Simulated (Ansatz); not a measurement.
Two isomers of C4H6O: A = `C=C(C)C=O`, B = `C=CC(C)=O`.

Gas-phase electronic energies from Ansatz, PBE0-D4/def2-TZVP geometries. CCSD(T)/CBS adds triple-zeta CCSD(T) − MP2 to the extrapolated MP2 energy (def2 sets, frozen cores). Functionals use def2-TZVPP. B3LYP here is the variant with VWN-RPA as its local correlation; programs differ in this. One conformer a species, not always the lowest.

Task: Which is lower in electronic energy at CCSD(T)/CBS, and by how much? (Best estimate.)

Result: Ansatz gave: B, by 1.5 kcal/mol.

Task: Give E(B) − E(A) in kcal/mol with CCSD(T)/def2-TZVPP, PBE0-D4, HF/def2-TZVPP, ωB97M-V, CCSD(T)/def2-SVP, r2SCAN-D4, B3LYP-D4. (Best estimate.)

Result: Computed: CCSD(T)/def2-TZVPP -1.2, PBE0-D4 -1.0, HF/def2-TZVPP -1.9, ωB97M-V -1.5, CCSD(T)/def2-SVP -0.2, r2SCAN-D4 -1.1, B3LYP-D4 -1.1. None reverses the order clearly.

Task: Does the order hold for the free energy at 298.15 K (harmonic terms from PBE0-D4)? (Best estimate.)

Result: The calculation gave: Yes: G(B) − G(A) = -1.6 kcal/mol, for one conformer each.

Largest T1 diagnostic: 0.014.

At CCSD(T), def2-SVP lies +1.2 kcal/mol from the extrapolated value and def2-TZVPP +0.3 kcal/mol. In def2-TZVPP, CCSD(T) changes the Hartree–Fock value by +0.7 kcal/mol (the triples alone add +0.1 kcal/mol) and MP2 by +1.3 kcal/mol.
